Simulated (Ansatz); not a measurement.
**AlNi3: strain energy, fitted**

AlNi3, Pm-3m, a = 3.567 Å. The structure is a Materials Project entry; whether it is the stable form wasn't checked. Ansatz: PBE, PAW, 420 eV, Γ-centred 14×14×14 mesh on 4 atoms, Gaussian smearing 0.10 eV; collinear spin, largest moment 0.3 μB. Series: biaxial strain in the a-b plane, c and atoms relaxed; x is the strain in per cent. y is the free energy over the unstrained cell, V0 = 11.343 Å³/atom.

```
x (%) y (meV/atom)
 -3.0             ?
 -2.0          6.70
 -1.0          1.59
  0.0          0.00
  1.0          1.43
  2.0          5.41
  3.0         11.33
```

Question: Fit y = c2 x² + c3 x³ to the other rows, turn c2 into a modulus, and predict the missing energy.

Answer: Least squares on the rows shown. y = 1.5101 x² − 0.083276 x³. In eV per unit strain² c2 is 15.10; M is the biaxial modulus (E = M V0 ε²): 15.10 × 160.2 / (11.343) = 213 GPa. At x = -3.0 the fit asked for gives 15.84 meV/atom. The run gave 15.75 meV/atom, so the fit is 0.09 meV/atom too high, a small miss on the scale of the series.